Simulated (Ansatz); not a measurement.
## GaCo (Pm-3m) at 2 levels of theory

One geometry, relaxed with PBE; plane waves with PAW potentials in Ansatz, scalar-relativistic. Collinear spin, ending at 0.1 μB a primitive cell. Gaps are the least over mesh and band path; pressure is positive in compression.

```
Ga Co
1.0
     2.88158    0.00000    0.00000
     0.00000    2.88158    0.00000
     0.00000    0.00000    2.88158
Ga Co
1 1
Direct
  0.50000 0.50000 0.50000
  0.00000 0.00000 0.00000
```

| level | cutoff (eV) | k mesh | gap (eV) | pressure (GPa) | largest moment (μB) |
| --- | --- | --- | --- | --- | --- |
| PBE | 420 | 20×20×20 | 0 | 0.0 | 0.06 |

Question: What comes out on the same cell with PBEsol?

Answer:
```
 level  cutoff (eV)    k mesh  gap (eV)  pressure (GPa)  largest moment (μB)
PBEsol          420  20×20×20         0            -7.9                 0.00
```

The cell was reached from a generator's guess, though it ends in a space group that the Crystallography Open Database lists for this formula.
